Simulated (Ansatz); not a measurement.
# Fe under changes of volume

One of the cells (12.019 Å³/atom); the others are scaled copies at fixed shape and fractional positions:

```xyz
1
Lattice="-1.4430 1.4430 1.4430 1.4430 -1.4430 1.4430 1.4430 1.4430 -1.4430" Properties=species:S:1:pos:R:3 pbc="T T T"
Fe    0.0000    0.0000    0.0000
```

```yaml
Program: Ansatz 0.2.0
Functional: PBEsol
Potentials_or_basis: all-electron LAPW, scalar-relativistic
Cutoff: 303 eV (chosen from the basis error)
Basis_error_allowed: 0.001 eV/atom
k_mesh: 13 × 13 × 13
Occupations: fermi-dirac, width 0.05 eV
Spin: collinear spin, ferromagnetic start
Starting_moments: "[3.0] μB"
```

| volume (Å³/atom) | energy over the lowest point (meV/atom) | pressure (GPa) | moment (μB per cell) |
| --- | --- | --- | --- |
| 11.298 | 0.00 | -9.4 | 2.12 |
| 11.538 | 17.04 | -13.0 | 2.15 |
| 11.778 | 39.16 | -16.0 | 2.19 |
| 12.019 | 65.03 | -18.1 | 2.25 |
| 12.259 | 93.50 | -19.8 | 2.32 |
| 12.499 | ? | ? | ? |
| 12.740 | 156.46 | -21.3 | 2.50 |

Problem. What does the run at 12.499 Å³/atom give?

Solution. Energy over the lowest point 124.46 meV/atom; pressure -21.1 GPa; moment 2.39 μB per cell.

Worked out: A Birch-Murnaghan fit of order 3 (a polynomial in V^(-2/3)) to the other rows has no minimum within the range. It gives 124.23 meV/atom at 12.499 Å³/atom, against the run's 124.46, and -dE/dV = -21.0 GPa, against -21.1. A parabola through the other rows of the moment, of slope 0.377 μB per Å³/atom there, gives 2.40 μB, against the run's 2.39.

Energies are extrapolated to zero smearing.
